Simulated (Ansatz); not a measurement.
**An elastic constant from a strain scan in Zr3Si2**

All numbers below come from Ansatz 0.2.0, DFT PBEsol, scalar-relativistic, plane waves, PAW. The runs took a 420 eV cutoff, a Γ-centred 6×6×12 mesh and Gaussian smearing (0.15 eV). No spin polarisation. Energies are free energies at this smearing, counted from the undisturbed cell; pressure is positive in compression.

Zero of the scan (relaxed at this level; it needn't be the usual structure):

```
Zr Si
1.0
     7.06558    0.00000    0.00000
     0.00000    7.06558    0.00000
     0.00000    0.00000    3.64449
Zr Si
6 4
Direct
  0.17448 0.67448 0.50000
  0.82552 0.32552 0.50000
  0.32552 0.17448 0.50000
  0.67448 0.82552 0.50000
  0.00000 0.00000 0.00000
  0.50000 0.50000 0.00000
  0.62239 0.12239 0.00000
  0.37761 0.87761 0.00000
  0.87761 0.62239 0.00000
  0.12239 0.37761 0.00000
```

The cell is strained by ε times the Voigt pattern (1, 0, 0, 0, 0, 0) (xx, yy, zz, yz, xz, xy; engineering shear) with fractional coordinates fixed. The cell holds 10 atoms in V0 = 181.94 Å³. The stress column is τ = (1/V0) dE/dε, got from the stress tensor σ (compression positive) at each point as −det(1 + εP) σ : P(1 + εP)⁻¹, with P the pattern as a tensor.

| ε | ΔE (meV/atom) | τ (GPa) |
| --- | --- | --- |
| -0.0400 | 29.282 | -13.484 |
| -0.0300 | 16.086 | -9.791 |
| -0.0200 | 6.966 | -6.309 |
| 0.0000 | 0.000 | 0.042 |
| 0.0100 | 1.700 | 2.921 |
| 0.0300 | 14.373 | 8.115 |
| 0.0400 | ? | ? |

Task: Which combination of elastic constants does this scan measure, and how large is it?

Result: For small ε, τ = τ0 + Kε with K = pᵀCp, which for this pattern is C11 in the Cartesian frame shown. The parabola through τ at ε = -0.0200, 0 and 0.0100 has slope K = 298 GPa at zero. The energies per cell, E = NΔE, of the same two points give K = 2[E(ε₊)/ε₊ − E(ε₋)/ε₋]/[(ε₊ − ε₋)V0] = 304 GPa, in agreement. These are clamped-ion values.

Task: Predict the withheld row at ε = 0.0400 from the harmonic law, and compare.

Result: ΔE = V0(τ0 ε + Kε²/2)/N = 27.242 meV/atom and τ = 11.95 GPa. The calculation gives 24.925 meV/atom and 10.44 GPa: the energy lies 9 % below the harmonic value, as bonds soften when stretched.

Forces appear on the atoms along this scan, and letting them relax would lower the energy and soften the response. In a metal these slopes depend on the k mesh and the smearing.